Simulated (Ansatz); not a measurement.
NaF built on the wurtzite prototype (no longer in that coordination), relaxed with r2SCAN in Ansatz 0.2.0. It is hexagonal, P6_3/mmc (No. 194); conventional cell a = 3.868 Å, c = 4.551 Å, 14.74 Å³ an atom. Na is surrounded by 5 F at 2.23–2.28 Å; F is surrounded by 5 Na at 2.23–2.28 Å. The cell started from the wurtzite prototype, but the relaxation took it to the higher symmetry P6_3/mmc (No. 194), so the name no longer describes it.

The axes x, y and z are those of this cell:
```
CELL_PARAMETERS angstrom
3.86806 0.00000 0.00000
-1.93403 3.34984 0.00000
0.00000 0.00000 4.55138
ATOMIC_POSITIONS crystal
Na 0.33333 0.66667 0.93750
Na 0.66667 0.33333 0.43750
F 0.33333 0.66667 0.43750
F 0.66667 0.33333 0.93750
```

Unstrained: With PBE the gap is 5.694 eV and direct, at Γ. The r2SCAN gap is direct at Γ: 6.335 eV. With HSE06 the gap is 7.745 eV and direct, at Γ. Meshes: PBE 12×12×6, r2SCAN 12×12×6, HSE06 6×6×4. Strains are changes of length per length. After each strain the atoms were relaxed again with r2SCAN within the symmetry that the strain leaves, so tilts or polar shifts that break it weren't tested; points keep the names that they have in the unstrained zone. Values at 0 K without nuclear motion; spin polarisation is off, and the phase may be a hypothetical one.

**Question.** Apply biaxial +5.25 % in x and y, z held. How far does the gap move, against the unstrained cell?

**Answer.** PBE: the gap goes from 5.694 to 5.393 eV (-0.301 eV). r2SCAN: the gap goes from 6.335 to 6.041 eV (-0.294 eV). HSE06: the gap goes from 7.745 to 7.411 eV (-0.334 eV). The r2SCAN energy rises by 21.0 meV an atom.

**Question.** For epitaxial +5.81 % in the xy plane, how far does the free direction move, and what happens to the gap?

**Answer.** The normal strain at zero normal stress is -1.80 %, 0.31 of the in-plane strain with the sign turned. PBE: the gap goes from 5.694 to 5.424 eV (-0.270 eV). r2SCAN: the gap goes from 6.335 to 6.068 eV (-0.267 eV). HSE06: the gap goes from 7.745 to 7.448 eV (-0.297 eV).

The meshes of the hybrids are coarse, so their gaps aren't converged to the digits shown.
